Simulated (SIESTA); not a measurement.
Runs of SIESTA 5.4.2 on WS2. The cell holds a slab with vacuum, 3 atoms: a = 3.184 Å, b = 3.184 Å, c = 16.951 Å, α = 90.00°, β = 90.00°, γ = 120.00°. 

```csv
task,level,potentials or basis,cell,k mesh,wannier functions,bands left out below,projections,wannier mesh,broadening (eV),grid cutoff,energy shift,gap on the mesh (eV),V0 of scaled cells (Å³/atom),B0 (GPa),largest force (eV/Å)
band structure,LDA,"PseudoDojo 0.4 standard (LDA files), DZP (energy shift 0.003 Ry; two zetas on semicore shells)",as given,10 × 10 × 2,-,-,-,-,-,800 Ry,0.003 Ry,1.98,-,-,0.02
equation of state,PBEsol,"PseudoDojo 0.4 standard (PBEsol files), DZP (energy shift 0.003 Ry; two zetas on semicore shells)",as given,10 × 10 × 2,-,-,-,-,-,800 Ry,0.003 Ry,-,(a),60,-
band structure,BLYP,"PseudoDojo 0.4 standard (PBE files), DZP (energy shift 0.003 Ry; two zetas on semicore shells)",as given,10 × 10 × 2,-,-,-,-,-,800 Ry,0.003 Ry,1.99,-,-,1.17
band structure,BLYP,"PseudoDojo 0.4 standard (PBE files), DZP (energy shift 0.002 Ry)",as given,10 × 10 × 2,-,-,-,-,-,800 Ry,0.002 Ry,(b),-,-,1.20
Wannier functions,LDA,"PseudoDojo 0.4 standard (LDA files), TZP (energy shift 0.003 Ry; two zetas on semicore shells)",as given,8 × 8 × 2,13,0,"["W:s", "W:p", "W:s:r=2", "S:s", "S:p"]",6 × 6 × 2,-,800 Ry,0.003 Ry,2.05,-,-,0.06
optical spectrum,PBEsol,"PseudoDojo 0.4 standard (PBEsol files), DZP (energy shift 0.003 Ry; two zetas on semicore shells)",as given,10 × 10 × 2,-,-,-,-,0.2 eV,800 Ry,0.003 Ry,1.99,-,-,0.30
relaxation of cell and atoms,PBEsol,"PseudoDojo 0.4 standard (PBEsol files), DZP (energy shift 0.003 Ry; two zetas on semicore shells)",relaxed,8 × 8 × 2,-,-,-,-,-,1200 Ry,0.003 Ry,2.30,-,-,-
equation of state,LDA,"PseudoDojo 0.4 standard (LDA files), DZP (energy shift 0.003 Ry; two zetas on semicore shells)",as given,10 × 10 × 2,-,-,-,-,-,800 Ry,0.003 Ry,-,48.78,63,-
```

Alike in all rows: no spin polarisation; smearing fermi-dirac 0.05 eV.

Q: Estimate the missing entries.

A: (a) 49.71; (b) 2.00.

Caveats: the basis of atomic orbitals isn't converged, which shifts pressures, moduli and gaps; short orbitals over semicore shells can move pressures by several GPa (some runs); spin-orbit coupling is left out, which moves the levels of the heavy elements (some runs); the cell was scaled at fixed shape and fractional positions, which overstates the stiffness of a crystal with free parameters, most of all of layers and chains (some runs); the potentials were made for another functional, which shifts forces and pressure (some runs); semicore shells carry a single zeta, which can move pressures by several GPa and volumes by a few percent (some runs); the basis holds too few empty states to meet the f-sum rule, so the spectrum is short of weight at high energy (some runs).

A k mesh can miss the band edges, and the runs leave out spin-orbit coupling on W.

Not every run made on this cell is shown here.
